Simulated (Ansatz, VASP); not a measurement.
# C (Diamond) in two plane-wave programs, part 2 of 3

One calculation is typed for both programs; each brings its own data sets and cutoff. How far apart do they land? The cell is taken from a series of VASP runs on this material, whose earlier steps may have relaxed, scaled or displaced it; both programs get it as it stands.

VASP 6.6.1 and Ansatz 0.2.0.

So far: The structure; Ansatz: zone-centre phonons, LDA.

## Step 3: VASP: zone-centre phonons, LDA

Level of this step: LDA; plane waves and PAW (C) (VASP).

The same cell, functional (in two slightly different forms) and mesh now go to VASP, with its own data sets and cutoff.

Lines of VASP's logs that name or quote its potential files are left out, and so is its time.

INCAR

```
SYSTEM = C
PREC = Accurate
ENCUT = 520
EDIFF = 1E-08
NELM = 100
ISMEAR = 0
SIGMA = 0.03
LREAL = .FALSE.
ALGO = Normal
GGA = CA
NBANDS = 10
LORBIT = 11
LWAVE = .FALSE.
LCHARG = .FALSE.
KPAR = 8
IBRION = 8
LEPSILON = .TRUE.
LPEAD = .TRUE.
ISIF = 2
```

POSCAR

```
C
1.0
    0.0000000000      1.7679029686      1.7679029686
    1.7679029686      0.0000000000      1.7679029686
    1.7679029686      1.7679029686      0.0000000000
C
2
Direct
    0.7500000000      0.7500000000      0.7500000000
    0.5000000000      0.5000000000      0.5000000000
```

KPOINTS

```
Automatic mesh
0
Gamma
14 14 14
0 0 0
```

Potentials, in the order of the species: C (LDA family, release 64).

Launch:

```
$ mpirun -np 8 vasp_std
```

Numbers of over 12 decimals in the logs are rounded to 6 here.

Log:

```text
[banner, memory and clock lines left out]
running    8 mpi-ranks, on    1 nodes
 distrk:  each k-point on    1 cores,    8 groups
 distr:  one band on    1 cores,    1 groups

 POSCAR found type information on POSCAR C
 POSCAR found :  1 types and       2 ions
|                                                                             |
|           W    W    AA    RRRRR   N    N  II  N    N   GGGG   !!!           |
|           W    W   A  A   R    R  NN   N  II  NN   N  G    G  !!!           |
|           W    W  A    A  R    R  N N  N  II  N N  N  G       !!!           |
|           W WW W  AAAAAA  RRRRR   N  N N  II  N  N N  G  GGG   !            |
|           WW  WW  A    A  R   R   N   NN  II  N   NN  G    G                |
|           W    W  A    A  R    R  N    N  II  N    N   GGGG   !!!           |
|                                                                             |
|     For optimal performance we recommend to set                             |
|       NCORE = 2 up to number-of-cores-per-socket                            |
|     NCORE specifies how many cores store one orbital (NPAR=cpu/NCORE).      |
|     This setting can greatly improve the performance of VASP for DFT.       |
|     The default, NCORE=1 might be grossly inefficient on modern             |
|     multi-core architectures or massively parallel machines. Do your        |
|     Unfortunately you need to use the default for GW and RPA                |
|     calculations (for HF NCORE is supported but not extensively tested      |
|     yet).                                                                   |
|                                                                             |

 LDA part: xc-table for (Slater(with rela. corr.)+CA(PZ))
 , standard interpolation
 POSCAR, INCAR and KPOINTS ok, starting setup
 FFT: planning ... GRIDC
 FFT: planning ... GRID_SOFT
 FFT: planning ... GRID
 WAVECAR not read
 entering main loop
       N       E                     dE             d eps       ncg     rms          rms(c)
DAV:   1    -0.289603158583E+01   -0.28960E+01   -0.47871E+03  2240   0.764E+02
DAV:   2    -0.208087555124E+02   -0.17913E+02   -0.17528E+02  2752   0.126E+02
DAV:   3    -0.211055030123E+02   -0.29675E+00   -0.29583E+00  2434   0.130E+01
DAV:   4    -0.211061544888E+02   -0.65148E-03   -0.65145E-03  2290   0.690E-01
DAV:   5    -0.211061553572E+02   -0.86844E-06   -0.86844E-06  2358   0.241E-02    0.589E+00
DAV:   6    -0.204677780194E+02    0.63838E+00   -0.36651E-01  2170   0.448E+00    0.342E+00
DAV:   7    -0.202456845274E+02    0.22209E+00   -0.43001E-01  2246   0.486E+00    0.756E-01
DAV:   8    -0.202455014761E+02    0.18305E-03   -0.89263E-03  2220   0.851E-01    0.263E-02
DAV:   9    -0.202454897249E+02    0.11751E-04   -0.32929E-05  2360   0.482E-02    0.195E-02
DAV:  10    -0.202454911516E+02   -0.14267E-05   -0.17239E-06  2288   0.118E-02    0.450E-03
DAV:  11    -0.202454910957E+02    0.55862E-07   -0.57023E-08  2374   0.197E-03    0.707E-04
DAV:  12    -0.202454910879E+02    0.78339E-08   -0.12166E-09  1222   0.349E-04
   1 F= -.20245491E+02 E0= -.20245491E+02  d E =-.211948E-14
 Linear response reoptimize wavefunctions to high precision
DAV:   1    -0.202454910863E+02    0.15679E-08   -0.74431E-11  1374   0.912E-05
DAV:   2    -0.202454910863E+02    0.45475E-12   -0.26127E-12  1088   0.179E-05
 Linear response to external field (no local field effect), progress :
  Direction:   1
       N       E                     dE             d eps       ncg     rms          rms(c)
RMM:   1    -0.177988725807E+00   -0.17799E+00   -0.64979E-01  1248   0.225E+00
RMM:   2    -0.182129190045E+00   -0.41405E-02   -0.10474E-03  1248   0.270E-01
RMM:   3    -0.182133482810E+00   -0.42928E-05   -0.30998E-06  1243   0.113E-02
RMM:   4    -0.182133500906E+00   -0.18095E-07   -0.12416E-08  1114   0.758E-04
RMM:   5    -0.182133500975E+00   -0.69733E-10   -0.59950E-11   245   0.501E-05
 change of polarisation eV/A/(eV/A) component  1 :     0.364     0.162     0.047
 dielectric tensor                  component  1 :     6.965     2.650     0.768
 Linear response to external field (no local field effect), progress :
  Direction:   2
       N       E                     dE             d eps       ncg     rms          rms(c)
RMM:   1    -0.174781966848E+00   -0.17478E+00   -0.62075E-01  1248   0.227E+00
RMM:   2    -0.178790209465E+00   -0.40082E-02   -0.10135E-03  1248   0.272E-01
RMM:   3    -0.178794292639E+00   -0.40832E-05   -0.31993E-06  1243   0.112E-02
RMM:   4    -0.178794312591E+00   -0.19952E-07   -0.13392E-08  1119   0.808E-04
RMM:   5    -0.178794312657E+00   -0.65819E-10   -0.18324E-10   249   0.510E-05
 change of polarisation eV/A/(eV/A) component  2 :     0.162     0.358    -0.062
 dielectric tensor                  component  2 :     2.650     6.855    -1.011
 Linear response to external field (no local field effect), progress :
  Direction:   3
       N       E                     dE             d eps       ncg     rms          rms(c)
RMM:   1    -0.894756226495E-01   -0.89476E-01   -0.31688E-01  1232   0.168E+00
RMM:   2    -0.917752353671E-01   -0.22996E-02   -0.51693E-04  1248   0.189E-01
RMM:   3    -0.917772518747E-01   -0.20165E-05   -0.14704E-06  1245   0.823E-03
RMM:   4    -0.917772597540E-01   -0.78794E-08   -0.53057E-09  1082   0.577E-04
 change of polarisation eV/A/(eV/A) component  3 :     0.047    -0.062     0.184
 dielectric tensor                  component  3 :     0.768    -1.011     4.006
 Linear response to external field, progress :
  Direction:   1
       N       E                     dE             d eps       ncg     rms          rms(c)
RMM:   1    -0.147407300809E+00   -0.14741E+00   -0.52912E-01  2912   0.207E+00
RMM:   2    -0.150876475593E+00   -0.34692E-02   -0.85831E-04  2928   0.243E-01    0.692E-01
RMM:   3    -0.148623109317E+00    0.22534E-02   -0.74398E-04  7260   0.210E-01    0.403E-01
RMM:   4    -0.153492642585E+00   -0.48695E-02   -0.10915E-03  8055   0.256E-01    0.326E-02
RMM:   5    -0.153890257587E+00   -0.39762E-03   -0.11593E-05  7573   0.267E-02    0.280E-03
RMM:   6    -0.153904058544E+00   -0.13801E-04   -0.35447E-08  8124   0.167E-03    0.151E-03
RMM:   7    -0.153907407444E+00   -0.33489E-05   -0.55542E-09  8041   0.713E-04    0.102E-04
RMM:   8    -0.153907974704E+00   -0.56726E-06   -0.37262E-11  6830   0.639E-05    0.257E-05
RMM:   9    -0.153907860515E+00    0.11419E-06    0.24099E-11  3908   0.213E-05    0.215E-06
 change of polarisation eV/A/(eV/A) component  1 :     0.291     0.088     0.034
 dielectric tensor                  component  1 :     5.765     1.444     0.549
 Linear response to external field, progress :
  Direction:   2
       N       E                     dE             d eps       ncg     rms          rms(c)
RMM:   1    -0.147417703097E+00   -0.14742E+00   -0.52914E-01  2912   0.207E+00
RMM:   2    -0.150906321903E+00   -0.34886E-02   -0.86060E-04  2928   0.244E-01    0.692E-01
RMM:   3    -0.148653795744E+00    0.22525E-02   -0.74389E-04  7262   0.210E-01    0.403E-01
RMM:   4    -0.153522722849E+00   -0.48689E-02   -0.10911E-03  8053   0.256E-01    0.326E-02
RMM:   5    -0.153920104295E+00   -0.39738E-03   -0.11585E-05  7570   0.267E-02    0.280E-03
RMM:   6    -0.153934035184E+00   -0.13931E-04   -0.35425E-08  8126   0.167E-03    0.151E-03
RMM:   7    -0.153937372592E+00   -0.33374E-05   -0.56422E-09  8049   0.713E-04    0.102E-04
RMM:   8    -0.153937945223E+00   -0.57263E-06   -0.12488E-10  6825   0.637E-05    0.257E-05
RMM:   9    -0.153937828964E+00    0.11626E-06   -0.57600E-11  3926   0.214E-05    0.215E-06
 change of polarisation eV/A/(eV/A) component  2 :     0.072     0.291     0.005
 dielectric tensor                  component  2 :     1.177     5.766     0.078
 Linear response to external field, progress :
  Direction:   3
       N       E                     dE             d eps       ncg     rms          rms(c)
RMM:   1    -0.147415344229E+00   -0.14742E+00   -0.52912E-01  2912   0.207E+00
RMM:   2    -0.150905781406E+00   -0.34904E-02   -0.85885E-04  2928   0.244E-01    0.692E-01
RMM:   3    -0.148653299483E+00    0.22525E-02   -0.74107E-04  7262   0.209E-01    0.403E-01
RMM:   4    -0.153522376316E+00   -0.48691E-02   -0.10882E-03  8053   0.256E-01    0.326E-02
RMM:   5    -0.153919467847E+00   -0.39709E-03   -0.11581E-05  7577   0.267E-02    0.280E-03
RMM:   6    -0.153933468162E+00   -0.14000E-04   -0.34827E-08  8134   0.166E-03    0.152E-03
RMM:   7    -0.153936796379E+00   -0.33282E-05   -0.56006E-09  8048   0.711E-04    0.102E-04
RMM:   8    -0.153937375479E+00   -0.57910E-06   -0.12227E-10  6796   0.627E-05    0.256E-05
RMM:   9    -0.153937255322E+00    0.12016E-06   -0.58891E-11  3934   0.215E-05    0.216E-06
 change of polarisation eV/A/(eV/A) component  3 :     0.015     0.059     0.291
 dielectric tensor                  component  3 :     0.245     0.966     5.766
 Linear response DOF=           1
 Linear response progress:
  Degree of freedom:   1/  1
       N       E                     dE             d eps       ncg     rms          rms(c)
RMM:   1    -0.119729797689E+00   -0.11973E+00   -0.19123E-02 20482   0.207E+00
RMM:   2    -0.110281414568E+00    0.94484E-02   -0.82881E-04 13033   0.397E-01    0.189E-01
RMM:   3    -0.110579202134E+00   -0.29779E-03   -0.78185E-05 12856   0.112E-01    0.103E-01
RMM:   4    -0.111374283754E+00   -0.79508E-03   -0.15270E-04 12740   0.116E-01    0.133E-02
RMM:   5    -0.111337721030E+00    0.36563E-04    0.11573E-05 13887   0.138E-02    0.101E-03
RMM:   6    -0.111338885409E+00   -0.11644E-05    0.18458E-06 13897   0.813E-04    0.449E-04
RMM:   7    -0.111336376323E+00    0.25091E-05    0.73053E-07 14215   0.352E-04    0.664E-05
RMM:   8    -0.111336431014E+00   -0.54690E-07    0.50300E-09 14252   0.452E-05    0.101E-05
RMM:   9    -0.111336308304E+00    0.12271E-06   -0.30104E-08 14735   0.185E-05    0.149E-06
RMM:  10    -0.111336304652E+00    0.36512E-08   -0.13932E-08 11972   0.676E-06    0.153E-07
 first order change of Fermi-energy   0.39385E-04
 force on displaced ion       1 direction 1 : -38.569  -0.000  -0.000
 Born effective charge ion    1 direction 1 :  -0.000   0.000   0.000
 Born effective charges drift removed
 Linear response finished
```

OUTCAR, selected parts (step 3):

```text
ion  position               nearest neighbor table
   1  0.750  0.750  0.750-   2 1.53   2 1.53   2 1.53   2 1.53
   2  0.500  0.500  0.500-   1 1.53   1 1.53   1 1.53   1 1.53

  LATTYP: Found a face centered cubic cell.
 ALAT       =     3.5358059372

 Subroutine GETGRP returns: Found 48 space group operations
 (whereof 24 operations were pure point group operations)

The static configuration has the point symmetry T_d .
 The point group associated with its full space group is O_h .

 Found    104 irreducible k-points:

   k-points           NKPTS =    104   k-points in BZ     NKDIM =    104   number of bands    NBANDS=     10

   dimension x,y,z NGX =    20 NGY =   20 NGZ =   20
   dimension x,y,z NGXF=    40 NGYF=   40 NGZF=   40

   ENCUT  =  520.0 eV  38.22 Ry    6.18 a.u.   4.65  4.65  4.65*2*pi/ulx,y,z

   NELECT =       8.0000    total number of electrons

 k-points in reciprocal lattice and weights: Automatic mesh
   0.00000000  0.00000000  0.00000000       0.000
   0.07142857  0.00000000  0.00000000       0.003
   0.14285714  0.00000000  0.00000000       0.003
   0.21428571  0.00000000  0.00000000       0.003
   0.28571429  0.00000000  0.00000000       0.003
   0.35714286  0.00000000  0.00000000       0.003
   0.42857143  0.00000000  0.00000000       0.003
   0.50000000  0.00000000  0.00000000       0.001
   0.07142857  0.07142857  0.00000000       0.002
[...]
-0.28571429  0.42857143  0.21428571       0.009
  -0.28571429  0.50000000  0.21428571       0.004

 average (electrostatic) potential at core
       1 -49.1194       2 -49.1194

  Total        0.0001006      0.0001006      0.0001006      0.0000000      0.0000000     -0.0000000
  in kB        0.0145918      0.0145918      0.0145918      0.0000000      0.0000000     -0.0000000
  external PRESSURE =       0.0145918 kB  Pullay stress =       0.0000000 kB

  energy-cutoff  :      520.00
  volume of cell :       11.05
      direct lattice vectors                 reciprocal lattice vectors
     0.000000000  1.767902969  1.767902969    -0.282820952  0.282820952  0.282820952
     1.767902969  0.000000000  1.767902969     0.282820952 -0.282820952  0.282820952
     1.767902969  1.767902969  0.000000000     0.282820952  0.282820952 -0.282820952

 POSITION                                       TOTAL-FORCE (eV/Angst)
 -----------------------------------------------------------------------------------
      2.65185      2.65185      2.65185        -0.000000     -0.000000      0.000000
      1.76790      1.76790      1.76790         0.000000      0.000000     -0.000000
 -----------------------------------------------------------------------------------
    total drift:                                0.000000     -0.000000      0.000000

 MACROSCOPIC STATIC DIELECTRIC TENSOR (including local field effects in DFT)
 ------------------------------------------------------
           5.765531     0.000000     0.000000
           0.000000     5.765531    -0.000000
           0.000000    -0.000000     5.765531
 ------------------------------------------------------

 PIEZOELECTRIC TENSOR (including local field effects)  for field in x, y, z        (C/m^2)
          XX          YY          ZZ          XY          YZ          ZX
  --------------------------------------------------------------------------------
  x    -0.00000    -0.00000    -0.00000     0.00000     0.00000     0.00000
  y    -0.00000    -0.00000    -0.00000     0.00000     0.00000    -0.00000
  z     0.00000     0.00000    -0.00000     0.00000     0.00000     0.00000

 BORN EFFECTIVE CHARGES (including local field effects) (in |e|, cummulative output)
 ---------------------------------------------------------------------------------
 ion    1
    1     0.00000     0.00000     0.00000
    2     0.00000     0.00000     0.00000
    3     0.00000     0.00000     0.00000
 ion    2
    1    -0.00000     0.00000     0.00000
    2     0.00000    -0.00000     0.00000
    3     0.00000     0.00000    -0.00000

 Eigenvectors and eigenvalues of the dynamical matrix
 ----------------------------------------------------

   1 f  =   39.618212 THz   248.928567 2PiTHz 1321.521301 cm-1   163.847685 meV
             X         Y         Z           dx          dy          dz
      2.651854  2.651854  2.651854     0.000000   -0.707107    0.000000
      1.767903  1.767903  1.767903     0.000000    0.707107    0.000000

   2 f  =   39.618212 THz   248.928567 2PiTHz 1321.521301 cm-1   163.847685 meV
             X         Y         Z           dx          dy          dz
      2.651854  2.651854  2.651854    -0.707107    0.000000    0.000000
      1.767903  1.767903  1.767903     0.707107    0.000000    0.000000

   3 f  =   39.618212 THz   248.928567 2PiTHz 1321.521301 cm-1   163.847685 meV
             X         Y         Z           dx          dy          dz
      2.651854  2.651854  2.651854     0.000000    0.000000   -0.707107
      1.767903  1.767903  1.767903     0.000000    0.000000    0.707107

   4 f  =    0.000000 THz     0.000000 2PiTHz    0.000000 cm-1     0.000000 meV
             X         Y         Z           dx          dy          dz
      2.651854  2.651854  2.651854     0.707107    0.000000    0.000000
      1.767903  1.767903  1.767903     0.707107    0.000000    0.000000

   5 f  =    0.000000 THz     0.000000 2PiTHz    0.000000 cm-1     0.000000 meV
             X         Y         Z           dx          dy          dz
      2.651854  2.651854  2.651854     0.000000    0.707107    0.000000
      1.767903  1.767903  1.767903     0.000000    0.707107    0.000000

   6 f  =    0.000000 THz     0.000000 2PiTHz    0.000000 cm-1     0.000000 meV
             X         Y         Z           dx          dy          dz
      2.651854  2.651854  2.651854     0.000000    0.000000    0.707107
      1.767903  1.767903  1.767903     0.000000    0.000000    0.707107

 MACROSCOPIC STATIC DIELECTRIC TENSOR IONIC CONTRIBUTION
 ------------------------------------------------------
           0.000000     0.000000     0.000000
           0.000000     0.000000     0.000000
           0.000000     0.000000     0.000000
 ------------------------------------------------------

 ELASTIC MODULI CONTR FROM IONIC RELAXATION (kBar)
 Direction    XX          YY          ZZ          XY          YZ          ZX
 --------------------------------------------------------------------------------
 XX          -0.0000     -0.0000     -0.0000      0.0000      0.0000      0.0000
 YY          -0.0000     -0.0000     -0.0000      0.0000      0.0000      0.0000
 ZZ          -0.0000     -0.0000     -0.0000      0.0000      0.0000      0.0000
 XY           0.0000      0.0000      0.0000    -63.5260      0.0000      0.0000
 YZ           0.0000      0.0000      0.0000      0.0000    -63.5260      0.0000
 ZX           0.0000      0.0000      0.0000      0.0000      0.0000    -63.5260
 --------------------------------------------------------------------------------

 PIEZOELECTRIC TENSOR IONIC CONTR  for field in x, y, z        (C/m^2)
          XX          YY          ZZ          XY          YZ          ZX
  --------------------------------------------------------------------------------
  x     0.00000     0.00000     0.00000     0.00000    -0.00000     0.00000
  y     0.00000     0.00000     0.00000     0.00000     0.00000    -0.00000
  z     0.00000     0.00000     0.00000    -0.00000     0.00000     0.00000
```

## Step 4: Comparison

Known differences besides the potentials themselves: the two LDA forms differ slightly; the cutoff is 420 eV in Ansatz and 520 eV in VASP; VASP's log shows a relativistic correction to its local exchange, Ansatz's none. Total energies have different zeros and are not compared.

The two programs side by side:

```csv
quantity,Ansatz,VASP,difference
ε∞ xx,5.77,5.77,+0.07 %
ε∞ yy,5.77,5.77,+0.07 %
ε∞ zz,5.77,5.77,+0.07 %
Born charge of C1 (mean of the diagonal) (e),0.00,0.00,0.00
optical mode 1 to 3 (cm⁻¹),1318.8,1321.5,-0.21 %
```

Modes are paired by rising frequency and degeneracy, not by their patterns, so a pair may still set unlike modes beside each other.

## Step 5: Further runs

Further runs change the set-up of one program: Ansatz's method, potentials or start, or VASP's data sets, cutoff or form of LDA. The table gives Ansatz less VASP for each quantity, since a change that brings one quantity closer may part another.

```csv
run,optical mode 1 to 3 (%)
as above,-0.21
Ansatz's all-electron LAPW method,-0.20
```

(Part 2 of 3 ends here.)

[Lines on the potential files, build, host, timing and source positions are cut from VASP's logs without a mark.]

[Logs are printed without paths, hosts, clocks, repeated set-up lines and the standing remarks that a program may print on its own settings, such as how far it seeks lower states.]

[Hosts, paths, dates, database ids (printed as entryN), source tags and the programs' standing remarks are cut or masked in the printed files.]
